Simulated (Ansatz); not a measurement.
Program: Ansatz. Geometries: PBE0-D4/def2-TZVP. ΔE: electronic, gas phase. CCSD(T)/CBS adds triple-zeta CCSD(T) − MP2 to the extrapolated MP2 energy (def2 sets, frozen cores). This one scheme is used for every species. DFT in def2-TZVPP. HSE06 is defined as in plane-wave codes. No spin–orbit coupling; open shells (•) take unrestricted orbitals. def2 core potentials past Kr. For Sb outer-core shells are correlated without core-valence functions, which leaves a few kJ/mol of doubt a bond.

`[F][SbH][F]` + `F[C](F)F`• → `[F][Sb][F]`• + `FC(F)F`  (hydrogen abstraction from the Sb–H bond)

`[F][SbH][F]`:

Z-matrix (Å, degrees):
```
Sb
F 1 1.902
F 1 1.902 2 95.6
H 1 1.724 2 92.9 3 93.2
```

`F[C](F)F`•:

Cartesian coordinates in Å:
```
F 0.663 0.914 0.549
C 0.152 0.010 -0.253
F -1.102 0.275 -0.536
F 0.287 -1.199 0.240
```

`[F][Sb][F]`•:

Cartesian coordinates in Å:
```
F 1.330 -0.032 -0.619
Sb -0.364 0.743 -0.226
F -0.966 -0.711 0.845
```

`FC(F)F`:

Z-matrix (Å, degrees):
```
C
F 1 1.331
F 1 1.331 2 108.5
F 1 1.331 2 108.5 3 -117.7
H 1 1.093 2 110.4 3 121.1
```

| level | ΔE (eV) |
| --- | --- |
| BLYP-D4 | -1.83 |
| PBE0-D4 | -1.87 |
| PBE | -1.84 |
| HSE06 | -1.88 |
| MP2/def2-SVP | -1.98 |
| CCSD/def2-SVP | -1.92 |
| CCSD/def2-TZVPP | -1.94 |
| CCSD/CBS(def2) | -1.95 |

(1) What does CCSD(T)/CBS give? (Estimate.)

Largest T1 diagnostic among the species: 0.017.

Results:

(1) Computed: -1.95 eV. The listed levels differ from it by 0.12, 0.08, 0.11, 0.07, -0.03, 0.03, 0.01, 0.00 eV.

From BLYP to BHLYP (50 % exact exchange), in def2-TZVPP and without D4, ΔE moves by −0.07 eV. In def2-TZVPP, CCSD(T) changes the Hartree–Fock value by −0.16 eV (the triples alone add +0.00 eV) and MP2 by −0.24 eV.

CCSD(T)/CBS has its own doubt, a few kJ/mol and more with outer-core shells, so smaller differences from it don't rank the levels.
